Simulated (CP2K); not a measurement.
Ir in CP2K: the effect of functional

Crystal: Ir.

```
Ir
1.0
     2.70907    0.00000    0.00000
     1.35453    2.34612    0.00000
     1.35453    0.78204    2.21194
Ir
1
Direct
  0.00000 0.00000 0.00000
```

Alike in all runs:

* Program: CP2K 2026.2
* Task: band structure
* Potentials or basis: POTENTIAL_UZH Ir GTH-PBE-q17; TZVP-MOLOPT-PBE-GTH basis
* Density cutoff: 9184 eV
* k mesh: 12 × 12 × 12
* Occupations: fermi-dirac, width 0.05 eV
* Spin: no spin polarisation

**Question.** One run gave: pressure -1.7 GPa. Which functional did it use?
A. PBEsol
B. vdW-DF2
C. OLYP
D. PBE
E. LDA

**Answer.** A.

```csv
functional,pressure (GPa)
PBE,9.2
LDA,-6.2
PBEsol,-1.7
OLYP,0.1
vdW-DF-cx,0.9
vdW-DF2,38.1
r2SCAN,2.6
```

Caveats: the basis of atomic orbitals isn't converged, which shifts pressures, moduli and gaps; the potentials were made for another functional, which shifts forces and pressure (some runs); a pressure of tens of GPa on the cell as given is suspect, and the run, the potentials or the cell itself is likely at fault (some runs).
